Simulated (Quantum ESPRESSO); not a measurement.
# Sb (Im-3m) in Quantum ESPRESSO: equation of state

Aim: energy against volume of Sb in PBE, for its equilibrium volume and stiffness.

Everything below comes from runs of Quantum ESPRESSO 7.5. Logs are shortened: lines on timing, memory, paths and dates and some standing lists are left out, and cuts for length are marked.

## Step 1: The structure

Symmetry: Im-3m, No. 229, cubic system. Conventional cell: a = 3.743 Å, b = 3.743 Å, c = 3.743 Å, α = 90.00°, β = 90.00°, γ = 90.00°. Sb (site symmetry m-3m) has 8 Sb at 3.24 Å as nearest neighbours.

This isn't the form of Sb at room conditions, which is rhombohedral.

## Step 2: Single point, PBE, 24.64 Å³/atom

Input file pw.in:

```
&CONTROL
  calculation = 'scf'
  prefix = 'pwscf'
  outdir = './tmp'
  pseudo_dir = './pseudo'
  tprnfor = .true.
  tstress = .true.
  disk_io = 'nowf'
/
&SYSTEM
  ibrav = 0
  nat = 1
  ntyp = 1
  ecutwfc = 55
  ecutrho = 440
  nbnd = 13
  occupations = 'smearing'
  smearing = 'fd'
  degauss = 0.00367493
/
&ELECTRONS
  conv_thr = 2d-10
  electron_maxstep = 120
  mixing_beta = 0.5
/
ATOMIC_SPECIES
Sb   121.7600 sb_pbe_v1.4.uspp.F.UPF
CELL_PARAMETERS angstrom
  -1.8331395369    1.8331395369    1.8331395369
   1.8331395369   -1.8331395369    1.8331395369
   1.8331395369    1.8331395369   -1.8331395369
ATOMIC_POSITIONS crystal
Sb     0.0000000000    0.0000000000    0.0000000000
K_POINTS automatic
10 10 10 0 0 0
```

Potentials or basis: SSSP 1.3 efficiency PBE.

Launch:

```
$ OMP_NUM_THREADS=1 pw.x -in pw.in > pw.out
```

pw.out:

```text
This program is part of the open-source Quantum ESPRESSO suite
     for quantum simulation of materials; please cite
[... 9 lines left out ...]
     --------------------
     sticks:   dense  smooth     PW     G-vecs:    dense   smooth      PW
     Sum        1191     599    219                25939     9189    2093

     Using Slab Decomposition

     bravais-lattice index     =            0
     lattice parameter (alat)  =       6.0001  a.u.
     unit-cell volume          =     166.2812 (a.u.)^3
     number of atoms/cell      =            1
     number of atomic types    =            1
     number of electrons       =        15.00
     number of Kohn-Sham states=           13
     kinetic-energy cutoff     =      55.0000  Ry
     charge density cutoff     =     440.0000  Ry
     scf convergence threshold =      2.0E-10
     mixing beta               =       0.5000
     number of iterations used =            8  plain     mixing
     Exchange-correlation=  SLA  PW   PBX  PBC
                           (   1   4   3   4   0   0   0)

     celldm(1)=   6.000052  celldm(2)=   0.000000  celldm(3)=   0.000000
     celldm(4)=   0.000000  celldm(5)=   0.000000  celldm(6)=   0.000000

     crystal axes: (cart. coord. in units of alat)
               a(1) = (  -0.577350   0.577350   0.577350 )
               a(2) = (   0.577350  -0.577350   0.577350 )
               a(3) = (   0.577350   0.577350  -0.577350 )

     reciprocal axes: (cart. coord. in units 2 pi/alat)
               b(1) = ( -0.000000  0.866025  0.866025 )
               b(2) = (  0.866025 -0.000000  0.866025 )
               b(3) = (  0.866025  0.866025  0.000000 )

     PseudoPot. # 1 for Sb read from file:
     sb_pbe_v1.4.uspp.F.UPF
     Pseudo is Ultrasoft + core correction, Zval = 15.0
     Generated by new atomic code, or converted to UPF format
     Using radial grid of  891 points,  6 beta functions with:
                l(1) =   0
                l(2) =   0
                l(3) =   1
                l(4) =   1
                l(5) =   2
                l(6) =   2
     Q(r) pseudized with  8 coefficients,  rinner =    1.350   1.350   1.350
                                                       1.350   1.350

     atomic species   valence    mass     pseudopotential
     Sb               15.00   121.76000     Sb( 1.00)

     48 Sym. Ops., with inversion, found

   Cartesian axes

     site n.     atom                  positions (alat units)
         1        Sb     tau(   1) = (   0.0000000   0.0000000   0.0000000  )

     number of k points=    47  Fermi-Dirac smearing, width (Ry)=  0.0037
                       cart. coord. in units 2pi/alat
        k(    1) = (   0.0000000   0.0000000   0.0000000), wk =   0.0020000
        k(    2) = (   0.0866025   0.0866025   0.0000000), wk =   0.0240000
        k(    3) = (   0.1732051   0.1732051   0.0000000), wk =   0.0240000
        k(    4) = (   0.2598076   0.2598076   0.0000000), wk =   0.0240000
        k(    5) = (   0.3464102   0.3464102   0.0000000), wk =   0.0240000
        k(    6) = (  -0.4330127  -0.4330127   0.0000000), wk =   0.0120000
[... 39 lines left out ...]
        k(   46) = (  -0.8660254  -0.0866025  -0.0866025), wk =   0.0240000
        k(   47) = (  -0.8660254  -0.8660254  -0.8660254), wk =   0.0020000

     Dense  grid:    25939 G-vectors     FFT dimensions: (  45,  45,  45)

     Smooth grid:     9189 G-vectors     FFT dimensions: (  30,  30,  30)

     Initial potential from superposition of free atoms

     starting charge      14.0000, renormalised to      15.0000
     Starting wfcs are    9 randomized atomic wfcs +    4 random wfcs

     Self-consistent Calculation

     iteration #  1     ecut=    55.00 Ry     beta= 0.50
     Davidson diagonalization with overlap
     ethr =  1.00E-02,  avg # of iterations =  5.7

     total energy              =    -184.74035333 Ry
     estimated scf accuracy    <       0.96268262 Ry
[... 43 lines left out ...]
     iteration #  8     ecut=    55.00 Ry     beta= 0.50
     Davidson diagonalization with overlap
     ethr =  5.46E-12,  avg # of iterations =  2.0

     End of self-consistent calculation

          k = 0.0000 0.0000 0.0000 (  1157 PWs)   bands (ev):

   -16.0448 -16.0448 -16.0448 -15.9499 -15.9499  -0.2932  19.4934  19.4934
    19.4934  25.0247  25.0247  25.0248  25.4249
[... 18 lines left out ...]
   -16.0707 -16.0216 -15.9574 -15.9555 -15.9019   3.2108   8.6677  15.4473
    17.5141  20.3387  20.7229  26.9691  28.5293

          k =-0.4330-0.4330 0.0000 (  1148 PWs)   bands (ev):

   -16.0735 -16.0235 -15.9561 -15.9541 -15.8866   4.3181   7.1177  15.1850
    17.3383  20.1568  20.5404  27.8706  29.3792

          k = 0.1732 0.0866 0.0866 (  1142 PWs)   bands (ev):
[... 81 lines left out ...]
   -16.0389 -15.9729 -15.9729 -15.9491 -15.9491   5.3111   9.3250   9.3250
    13.3633  26.0584  27.8225  27.8225  31.4111

          k =-0.0000-0.1732 0.3464 (  1139 PWs)   bands (ev):

   -16.0479 -16.0132 -15.9709 -15.9568 -15.9436   1.9581  11.6281  15.4603
    16.9389  21.3396  22.3995  23.6597  29.9588

          k = 0.0866-0.0866 0.3464 (  1136 PWs)   bands (ev):
[... 46 lines left out ...]
   -16.0031 -16.0031 -15.9948 -15.9841 -15.9587   1.5173  14.7153  15.2832
    15.2832  19.6263  25.4139  25.4139  26.3073

          k =-0.0000-0.0866 0.4330 (  1153 PWs)   bands (ev):

   -16.0066 -16.0023 -15.9803 -15.9687 -15.9482   2.6239  12.1221  14.1495
    15.0900  19.1858  24.8446  25.3281  27.1949

          k = 0.0000-0.1732 0.5196 (  1152 PWs)   bands (ev):
[... 21 lines left out ...]
   -16.0134 -16.0134 -15.9936 -15.9130 -15.9130   5.9724   9.5926   9.5926
    15.8415  20.0878  20.0878  23.9433  31.9879

          k =-0.0000-0.0000 0.5196 (  1156 PWs)   bands (ev):

   -16.0153 -15.9903 -15.9588 -15.9588 -15.9503   3.7089  12.5760  13.0255
    13.0255  17.6517  23.9475  27.8139  27.8153

          k = 0.0000-0.0866 0.6062 (  1148 PWs)   bands (ev):
[... 26 lines left out ...]
   -16.0510 -16.0510 -15.9009 -15.9009 -15.9009   8.1153  11.0831  11.0831
    11.0831  16.0909  16.0909  31.9804  34.3004

     the Fermi energy is    13.2771 ev

!    total energy              =    -184.92930767 Ry
     estimated scf accuracy    <          4.1E-13 Ry
     smearing contrib. (-TS)   =      -0.00068233 Ry
     internal energy E=F+TS    =    -184.92862534 Ry

     The total energy is F=E-TS. E is the sum of the following terms:
     one-electron contribution =     -65.46268512 Ry
     hartree contribution      =      42.83529577 Ry
     xc contribution           =     -44.11468832 Ry
     ewald contribution        =    -118.18654766 Ry

     convergence has been achieved in   8 iterations

     Forces acting on atoms (cartesian axes, Ry/au):

     atom    1 type  1   force =     0.00000000    0.00000000    0.00000000

     Total force =     0.000000     Total SCF correction =     0.000000

     Computing stress (Cartesian axis) and pressure

          total   stress  (Ry/bohr**3)                   (kbar)     P=       84.11
   0.00057179   0.00000000   0.00000000           84.11        0.00        0.00
   0.00000000   0.00057179   0.00000000            0.00       84.11        0.00
   0.00000000   0.00000000   0.00057179            0.00        0.00       84.11

=------------------------------------------------------------------------------=
   JOB DONE.
=------------------------------------------------------------------------------=
```

It took 9 s on 1 thread of Intel Xeon Platinum 8488C (Sapphire Rapids), shared host; peak memory 0.13 GiB.

Results:

- Free energy: -2516.0914 eV
- Pressure: 8.4 GPa
- Band gap on the k mesh: none (metal or under the smearing width)

## Step 3: Single point, PBE, 25.16 Å³/atom

pw.in, as its differences from that of step 2:

```diff
@@ -28,5 +28,5 @@
 CELL_PARAMETERS angstrom
-  -1.8331395369    1.8331395369    1.8331395369
-   1.8331395369   -1.8331395369    1.8331395369
-   1.8331395369    1.8331395369   -1.8331395369
+  -1.8460493956    1.8460493956    1.8460493956
+   1.8460493956   -1.8460493956    1.8460493956
+   1.8460493956    1.8460493956   -1.8460493956
 ATOMIC_POSITIONS crystal
```

Potentials or basis: SSSP 1.3 efficiency PBE.

Launch:

```
$ OMP_NUM_THREADS=1 pw.x -in pw.in > pw.out
```

Wall time 8.8 s (1 thread of Intel Xeon Platinum 8488C (Sapphire Rapids), shared host); peak memory 0.13 GiB.

Results (log left out):

```
Free energy            : -2516.1158 eV
Pressure               : 6.5 GPa
Band gap on the k mesh : none (metal or under the smearing width)
```

## Step 4: Single point, PBE, 25.69 Å³/atom

pw.in, as its differences from that of step 3:

```diff
@@ -28,5 +28,5 @@
 CELL_PARAMETERS angstrom
-  -1.8460493956    1.8460493956    1.8460493956
-   1.8460493956   -1.8460493956    1.8460493956
-   1.8460493956    1.8460493956   -1.8460493956
+  -1.8587811731    1.8587811731    1.8587811731
+   1.8587811731   -1.8587811731    1.8587811731
+   1.8587811731    1.8587811731   -1.8587811731
 ATOMIC_POSITIONS crystal
```

Launch:

```
$ OMP_NUM_THREADS=1 pw.x -in pw.in > pw.out
```

Run time: 9.1 s. Hardware: 1 thread of Intel Xeon Platinum 8488C (Sapphire Rapids), shared host; peak memory 0.14 GiB.

It converged, with:

```
Free energy            : -2516.1344 eV
Pressure               : 4.8 GPa
Band gap on the k mesh : none (metal or under the smearing width)
```

## Step 5: Single point, PBE, 26.21 Å³/atom

pw.in, as its differences from that of step 4:

```diff
@@ -28,5 +28,5 @@
 CELL_PARAMETERS angstrom
-  -1.8587811731    1.8587811731    1.8587811731
-   1.8587811731   -1.8587811731    1.8587811731
-   1.8587811731    1.8587811731   -1.8587811731
+  -1.8713408863    1.8713408863    1.8713408863
+   1.8713408863   -1.8713408863    1.8713408863
+   1.8713408863    1.8713408863   -1.8713408863
 ATOMIC_POSITIONS crystal
```

Launch:

```
$ OMP_NUM_THREADS=1 pw.x -in pw.in > pw.out
```

It took 9 s on 1 thread of Intel Xeon Platinum 8488C (Sapphire Rapids), shared host; peak memory 0.14 GiB.

Results (log left out):

```
Free energy            : -2516.1477 eV
Pressure               : 3.3 GPa
Band gap on the k mesh : none (metal or under the smearing width)
```

## Step 6: Single point, PBE, 26.74 Å³/atom

pw.in, as its differences from that of step 5:

```diff
@@ -28,5 +28,5 @@
 CELL_PARAMETERS angstrom
-  -1.8713408863    1.8713408863    1.8713408863
-   1.8713408863   -1.8713408863    1.8713408863
-   1.8713408863    1.8713408863   -1.8713408863
+  -1.8837342335    1.8837342335    1.8837342335
+   1.8837342335   -1.8837342335    1.8837342335
+   1.8837342335    1.8837342335   -1.8837342335
 ATOMIC_POSITIONS crystal
```

Potentials or basis: SSSP 1.3 efficiency PBE.

Launch:

```
$ OMP_NUM_THREADS=1 pw.x -in pw.in > pw.out
```

Wall time 9.1 s (1 thread of Intel Xeon Platinum 8488C (Sapphire Rapids), shared host); peak memory 0.14 GiB.

The run converged. Its results:

| Quantity | Value |
| --- | --- |
| Free energy | -2516.1561 eV |
| Pressure | 1.9 GPa |
| Band gap on the k mesh | none (metal or under the smearing width) |

## Step 7: Single point, PBE, 27.26 Å³/atom

pw.in, as its differences from that of step 6:

```diff
@@ -28,5 +28,5 @@
 CELL_PARAMETERS angstrom
-  -1.8837342335    1.8837342335    1.8837342335
-   1.8837342335   -1.8837342335    1.8837342335
-   1.8837342335    1.8837342335   -1.8837342335
+  -1.8959666167    1.8959666167    1.8959666167
+   1.8959666167   -1.8959666167    1.8959666167
+   1.8959666167    1.8959666167   -1.8959666167
 ATOMIC_POSITIONS crystal
```

Launch:

```
$ OMP_NUM_THREADS=1 pw.x -in pw.in > pw.out
```

Run time: 9.1 s. Hardware: 1 thread of Intel Xeon Platinum 8488C (Sapphire Rapids), shared host; peak memory 0.14 GiB.

It converged, with:

- Free energy: -2516.1602 eV
- Pressure: 0.6 GPa
- Band gap on the k mesh: none (metal or under the smearing width)

## Step 8: Single point, PBE, 27.79 Å³/atom

pw.in, as its differences from that of step 7:

```diff
@@ -28,5 +28,5 @@
 CELL_PARAMETERS angstrom
-  -1.8959666167    1.8959666167    1.8959666167
-   1.8959666167   -1.8959666167    1.8959666167
-   1.8959666167    1.8959666167   -1.8959666167
+  -1.9080431628    1.9080431628    1.9080431628
+   1.9080431628   -1.9080431628    1.9080431628
+   1.9080431628    1.9080431628   -1.9080431628
 ATOMIC_POSITIONS crystal
```

Launch:

```
$ OMP_NUM_THREADS=1 pw.x -in pw.in > pw.out
```

Wall time 9.2 s (1 thread of Intel Xeon Platinum 8488C (Sapphire Rapids), shared host); peak memory 0.14 GiB.

It converged, with:

| Item | Value |
| --- | --- |
| Free energy | -2516.1604 eV |
| Pressure | -0.5 GPa |
| Band gap on the k mesh | none (metal or under the smearing width) |

## Step 9: Equation of state, PBE

Potentials or basis: SSSP 1.3 efficiency PBE.

No new run: the results of the series are fitted here.

Results:

```yaml
Equilibrium_volume: 27.54 Å³/atom
Bulk_modulus: 60 GPa
Pressure_derivative_of_the_bulk_modulus: 4.1
```

Energy against volume, from the lowest point:
```csv
volume (Å³/atom),energy (meV/atom)
24.640,69.01
25.165,44.59
25.689,26.01
26.213,12.74
26.737,4.28
27.262,0.17
27.786,0.00
```

The run has no spin-orbit coupling, so splittings on Sb are missing.
